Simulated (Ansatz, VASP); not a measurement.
This is a calculation of Sn for VASP 6.6.1. 

File INCAR:

```
SYSTEM = Sn
PREC = Accurate ; ENCUT = 520
EDIFF = 1E-7 ; ISMEAR = -1
SIGMA = 0.05 ; LREAL = .False.
LASPH = .True. ; NELM = 100
ALGO = Normal ; ISIF = 2
LWAVE = .False. ; LCHARG = .False.
GGA = PS ; NBANDS = 21
```

The input KPOINTS:

```
Automatic mesh
0
Gamma
  9 9 9
  0 0 0
```

POSCAR

```
Sn
1.0
   -2.9401404553      2.9401404553      1.5993019889
    2.9401404553     -2.9401404553      1.5993019889
    2.9401404553      2.9401404553     -1.5993019889
Sn
2
Direct
    0.0000000000      0.0000000000      0.0000000000
    0.7500000000      0.2500000000      0.5000000000
```

Potentials or basis: VASP PAW PBE potentials, release 64 (Sn_d).

The run is started by

```sh
$ cat potpaw_PBE.64/Sn_d/POTCAR > POTCAR
$ mpirun -np 1 vasp_std > vasp.out
```

Task: Translate it to Ansatz 0.2.0. Potentials or basis there: Ansatz PAW, cutoff 420 eV.

Result: As run (cutoffs and basis follow the program's own potentials, and thresholds, step limits or extra output files can differ):

File input.yaml:

```yaml
crystal:
  lattice:
    - [-2.9401404553, 2.9401404553, 1.5993019889]
    - [2.9401404553, -2.9401404553, 1.5993019889]
    - [2.9401404553, 2.9401404553, -1.5993019889]
  atoms:
    - { symbol: Sn, position: [0.0, 0.0, 0.0] }
    - { symbol: Sn, position: [0.75, 0.25, 0.5] }
hamiltonian:
  xc: pbesol
  pseudopotentials: { kind: paw }
kpoints:
  mp_grid: { grid: [9, 9, 9] }
scf:
  occupations: { method: fermi_dirac, width: 0.05 }
output:
  forces: true
  stress: true
  eigenvalues: true
```

Potentials or basis: Ansatz PAW.

Command:

```sh
$ ansatz run input.yaml --threads 1 --pin off --max-ram 3584MiB --backend cpu --events-out ev --progress --plain --runs-dir out
```

Both were run:

|  | VASP | Ansatz |
| --- | --- | --- |
| Pressure | -1.5 GPa | -1.4 GPa |

Ansatz's pressure holds a Pulay term of +0.03 GPa for its cutoff of 420 eV, which the other run lacks.

VASP's potentials were made for PBE. Ansatz's potentials were made for PBE.

Where Ansatz's input types no cutoff or centring, it takes its own default and a Γ-centred mesh.

Pressure is positive in compression.
